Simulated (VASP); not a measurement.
# SnS2 in VASP: relaxation of cell and atoms with PBE+D3(BJ)

Aim: the relaxation of cell and atoms of SnS2 with PBE+D3(BJ).

Program: VASP 6.6.1. These are calculated values, not measurements. Logs are shortened: lines on timing, memory, paths and dates and some standing lists are left out, and cuts for length are marked.

## Step 1: Starting point

The cell holds a sheet with vacuum, 3 atoms: a = 3.680 Å, b = 3.680 Å, c = 18.960 Å, α = 90.00°, β = 90.00°, γ = 120.00°.

The cell was built by a generator and needn't be a form met in nature.

## Step 2: Relaxation of cell and atoms, PBE+D3(BJ)

INCAR reads:

```
PREC = Accurate
ENCUT = 600
EDIFF = 1E-6
ISMEAR = 0
SIGMA = 0.03
LREAL = False
LASPH = True
NELM = 120
ALGO = Normal
ISIF = 3
LWAVE = False
LCHARG = False
GGA = PE
IVDW = 12
IBRION = 2
NSW = 40
EDIFFG = -0.005
LATTICE_CONSTRAINTS = .TRUE. .TRUE. .FALSE.
KPAR = 4
```

KPOINTS reads:

```
regular mesh
0
Gamma
  12 12 1
```

POSCAR reads:

```
SnS2
1.0
    3.6800000000      0.0000000000      0.0000000000
   -1.8400000000      3.1869734900      0.0000000000
    0.0000000000      0.0000000000     18.9600000000
S Sn
2 1
Direct
    0.3333330000      0.6666670000      0.4219409300
    0.6666670000      0.3333330000      0.5780590700
    0.0000000000      0.0000000000      0.5000000000
```

Potentials or basis: VASP PAW PBE potentials, release 64 (S, Sn_d).

The run is started by

```console
$ cat potpaw_PBE.64/S/POTCAR potpaw_PBE.64/Sn_d/POTCAR > POTCAR
$ mpirun -np 4 vasp_std > vasp.out
```

OUTCAR:

```text
PREC = Accurate
   ENCUT = 600
   EDIFF = 1E-6
   ISMEAR = 0
   LREAL = False
   LASPH = True
   NELM = 120
   ISIF = 3
   GGA = PE
   IVDW = 12
   IBRION = 2
   NSW = 40
   EDIFFG = -0.005
 IVDW          = 12

 ion  position               nearest neighbor table
   1  0.333  0.667  0.422-   3 2.59   3 2.59   3 2.59
   2  0.667  0.333  0.578-   3 2.59   3 2.59   3 2.59
   3  0.000  0.000  0.500-   1 2.59   2 2.59   2 2.59   1 2.59   2 2.59   1 2.59

  LATTYP: Found a hexagonal cell.
 ALAT       =     3.6800000000
 C/A-ratio  =     5.1521739130

  Lattice vectors:

 A1 = (   3.6800000000,   0.0000000000,   0.0000000000)
 A2 = (  -1.8400000000,   3.1869734900,   0.0000000000)
 A3 = (   0.0000000000,   0.0000000000,  18.9600000000)

Analysis of symmetry for initial positions (statically):
=====================================================================
 Subroutine PRICEL returns:
 Original cell was already a primitive cell.

 Routine SETGRP: Setting up the symmetry group for a
 hexagonal supercell.

 Subroutine GETGRP returns: Found 12 space group operations
 (whereof 12 operations were pure point group operations)
 out of a pool of 24 trial point group operations.

The static configuration has the point symmetry D_3d.

Analysis of symmetry for dynamics (positions and initial velocities):
=====================================================================
 Subroutine PRICEL returns:
 Original cell was already a primitive cell.

 Routine SETGRP: Setting up the symmetry group for a
 hexagonal supercell.

 Subroutine GETGRP returns: Found 12 space group operations
 (whereof 12 operations were pure point group operations)
 out of a pool of 24 trial point group operations.

The dynamic configuration has the point symmetry D_3d.

 Subroutine INISYM returns: Found 12 space group operations
 (whereof 12 operations are pure point group operations),
 and found     1 'primitive' translations

----------------------------------------------------------------------------------------

                                     Primitive cell

  volume of cell :     222.3641

  direct lattice vectors                    reciprocal lattice vectors
     3.680000000  0.000000000  0.000000000     0.271739130  0.156888660  0.000000000
    -1.840000000  3.186973490  0.000000000     0.000000000  0.313777320  0.000000000
     0.000000000  0.000000000 18.960000000     0.000000000  0.000000000  0.052742616

  length of vectors
     3.680000000  3.680000004 18.960000000     0.313777320  0.313777320  0.052742616
[... 45 lines left out ...]
  0.416667 -0.000000  0.000000      6.000000
[... 11 lines left out ...]
  0.333333  0.250000  0.000000     12.000000
  0.333333  0.333333  0.000000      2.000000
   k-points           NKPTS =     19   k-points in BZ     NKDIM =     19   number of bands    NBANDS=     17
   number of dos      NEDOS =    301   number of ions     NIONS =      3
   total plane-waves  NPLWV = 144000
   dimension x,y,z NGX =    30 NGY =   30 NGZ =  160
   dimension x,y,z NGXF=    60 NGYF=   60 NGZF=  320
   ions per type =               2   1
   NGX,Y,Z   is equivalent  to a cutoff of  13.55, 13.55, 14.03 a.u.
   NGXF,Y,Z  is equivalent  to a cutoff of  27.11, 27.11, 28.06 a.u.
 SYSTEM =  unknown system
   PREC   = accura    normal or accurate (medium, high low for compatibility)
   ISTART =      0    job   : 0-new  1-cont  2-samecut
   ICHARG =      2    charge: 1-file 2-atom 10-const
   ISPIN  =      1    spin polarized calculation?
   LNONCOLLINEAR =      F non collinear calculations
   LSORBIT =      F    spin-orbit coupling
   LASPH  =      T    aspherical Exc in radial PAW
   ENCUT  =  600.0 eV  44.10 Ry    6.64 a.u.   7.35  7.35 37.87*2*pi/ulx,y,z
   NELM   =    120;   NELMIN=  2; NELMDL= -5     # of ELM steps
   EDIFF  = 0.1E-05   stopping-criterion for ELM
   LREAL  =      F    real-space projection
   EDIFFG = -.5E-02   stopping-criterion for IOM
   NSW    =     40    number of steps for IOM
   IBRION =      2    ionic relax: 0-MD 1-quasi-New 2-CG
   NFREE  =      1    steps in history (QN), initial steepest desc. (CG)
   ISIF   =      3    stress and relaxation
   ISYM   =      2    0-nonsym 1-usesym 2-fastsym
   POTIM  = 0.5000    time-step for ionic-motion
   TEBEG  =    0.0;   TEEND  =   0.0 temperature during run
   PSTRESS=    0.0 pullay stress
   NELECT =      26.0000    total number of electrons
   NUPDOWN=      -1.0000    fix difference up-down
   EMIN   =  10.00;   EMAX   =-10.00  energy-range for DOS
   EFERMI =   0.00;   METHOD = LEGACY
   ISMEAR =     0;   SIGMA  =   0.03  broadening in eV -4-tet -1-fermi 0-gaus
   EFERMI_NEDOS =   21; number of points for ismear=-14 and -15
   IALGO  =     38    algorithm
   IMIX   =      4    mixing-type and parameters
     AMIX     =   0.40;   BMIX     =  1.00
     AMIX_MAG =   1.60;   BMIX_MAG =  1.00
  volume/ion in A,a.u.               =      74.12       500.20
  Fermi-wavevector in a.u.,A,eV,Ry     =   0.800530  1.512783  8.719276  0.640849
  Thomas-Fermi vector in A             =   1.907844
   LORBIT       =      0    0 simple, 1 ext, 2 COOP (PROOUT), +10 PAW based schemes
   GGA     = PE    functional components
   LHFCALC =     F    Hartree Fock is set to
   AEXX    =    0.0000 exact exchange contribution
   IVDW    =    12    specifies the selected vdW correction
   LEPSILON=     F    determine dielectric tensor
   LRPA    =     F    only Hartree local field effects (RPA)
 conjugate gradient relaxation of ions
 non-spin polarized calculation
 Gauss-broadening in eV      SIGMA  =   0.03
  energy-cutoff  :      600.00
  volume of cell :      222.36
 maximum number of plane-waves:      7509
 NGX is ok and might be reduce to    30
   NGX = 15   NGY = 15   NGZ = 75

--------------------------------------- Ionic step        1  -------------------------------------------

 number of electron      25.9999999 magnetization

 Free energy of the ion-electron system (eV)
  ---------------------------------------------------
  ext. energy  EPLUGINS =         0.00000000
  ---------------------------------------------------
  free energy    TOTEN  =       -13.21189177 eV

  energy without entropy =      -13.21189177  energy(sigma->0) =      -13.21189177

------------------------ aborting loop because EDIFF is reached ----------------------------------------

 Edisp (eV)   -0.69116

 E8    (eV) :    -0.3028
[... 196 lines left out ...]
--------------------------------------- Ionic step        6  -------------------------------------------

 number of electron      25.9999996 magnetization

 Free energy of the ion-electron system (eV)
  ---------------------------------------------------
  ext. energy  EPLUGINS =         0.00000000
  ---------------------------------------------------
  free energy    TOTEN  =       -13.20700090 eV

  energy without entropy =      -13.20700090  energy(sigma->0) =      -13.20700090

 E-fermi :  -3.1295     XC(G=0):  -3.4976

 val. band max:       -3.2761392744   @ k =   0.1667   0.0000   0.0000
 cond. band min:      -1.7002371935   @ k =   0.5000  -0.0000   0.0000
 fundamental gap:      1.5759020809
 Fermi energy:        -3.1294673144

 k-point     1 :       0.0000    0.0000    0.0000
  band No.  band energies     occupation
      1     -24.0448      2.00000
      2     -24.0448      2.00000
      3     -24.0025      2.00000
      4     -23.9778      2.00000
      5     -23.9778      2.00000
      6     -16.6861      2.00000
[... 403 lines left out ...]
  FREE ENERGIE OF THE ION-ELECTRON SYSTEM (eV)
  ---------------------------------------------------
  free  energy   TOTEN  =       -13.9045892697 eV

  energy  without entropy=      -13.9045892697  energy(sigma->0) =      -13.90458927

 reached required accuracy - stopping structural energy minimisation
```

CONTCAR:

```text
SnS2
   1.00000000000000
     3.6627591755662618    0.0000000000000000    0.0000000000000000
    -1.8313795877831309    3.1720424980009900    0.0000000000000000
     0.0000000000000000    0.0000000000000000   18.9600000000000009
  S               Sn
     2     1
Direct
     0.3333330000000032    0.6666669999999968    0.4217236219485484
     0.6666669999999968    0.3333330000000032    0.5782763780514516
     0.0000000000000000    1.0000000000000000    0.5000000000000000

  0.00000000E+00  0.00000000E+00  0.00000000E+00
  0.00000000E+00  0.00000000E+00  0.00000000E+00
  0.00000000E+00  0.00000000E+00  0.00000000E+00
```

It took 1.9 min on 4 MPI ranks of Intel Xeon Platinum 8488C (Sapphire Rapids), shared host; peak memory 0.45 GiB.

What came out:

```yaml
Free_energy: -13.9046 eV
Relaxed_volume: 73.43 Å³/atom
Relaxed_cell: a = 3.663 Å, b = 3.663 Å, c = 18.960 Å, α = 90.00°, β = 90.00°, γ = 120.00°
Space_group_after_relaxing_to_0.05_Å: P-3m1 (No. 164)
Energy_gained_by_relaxing: 0.5 meV/atom
Ionic_steps: 6
Band_gap_on_the_k_mesh: 1.58 eV, indirect (least direct gap 1.83 eV)
Dispersion_energy_per_atom: -0.233 eV
```

Step by step:
| step | energy change (eV) | largest force (eV/Å) | pressure (GPa) | volume (Å³) |
| --- | --- | --- | --- | --- |
| 1 | 0.0000 | 0.0190 | -0.18 | 222.36 |
| 2 | -0.0011 | 0.0641 | 0.10 | 219.99 |
| 3 | -0.0013 | 0.0413 | 0.03 | 220.63 |
| 4 | -0.0013 | 0.0402 | 0.02 | 220.67 |
| 5 | -0.0015 | 0.0249 | 0.01 | 220.52 |
| 6 | -0.0015 | 0.0000 | 0.00 | 220.29 |

Final structure:
```
S Sn
1.0
     3.66276    0.00000    0.00000
    -1.83138    3.17204    0.00000
     0.00000    0.00000   18.96000
S Sn
2 1
Direct
  0.33333 0.66667 0.42172
  0.66667 0.33333 0.57828
  0.00000 0.00000 0.50000
```

Levels at points of the mesh, in eV from the valence-band top:
| k point | band 11 | band 12 | band 13 | band 14 | band 15 | band 16 |
| --- | --- | --- | --- | --- | --- | --- |
| (0.00, 0.00, 0.00) | -0.46 | -0.08 | -0.08 | 2.46 | 3.88 | 5.48 |
| (0.50, 0.00, 0.00) | -2.04 | -0.52 | -0.26 | 1.58 | 4.80 | 6.33 |

Caveat: spin-orbit coupling is left out, which moves the levels of the heavy elements.
